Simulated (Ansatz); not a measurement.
Two structures of Si$_{2}$W under several functionals

Plane-wave DFT in Ansatz with scalar-relativistic PAW potentials (420 eV, r2SCAN 500 eV). Each structure was relaxed within its symmetry at each level.
A. I4/mmm, 3 atoms in the computed cell, a = 3.212 Å, c = 7.804 Å; sites (symmetry × multiplicity) Si 4mm × 4, W 4/mmm × 2
B. P6_422, 9 atoms in the computed cell, a = 4.580 Å, c = 6.609 Å; sites (symmetry × multiplicity) W 222 × 3, Si ..2 × 6
(cells at r2SCAN)

Q: Does the choice of functional change which is lower?

A:
| level | E(B) − E(A) (meV/atom) | V(A) (Å³/atom) | V(B) (Å³/atom) |
| --- | --- | --- | --- |
| r2SCAN | 72 | 13.42 | 13.34 |
| PBE | 68 | 13.67 | 13.62 |

No: at every level A is lower; the difference varies by 4 meV/atom between levels.

Spin–orbit coupling is left out, which can shift energies with elements as heavy as these.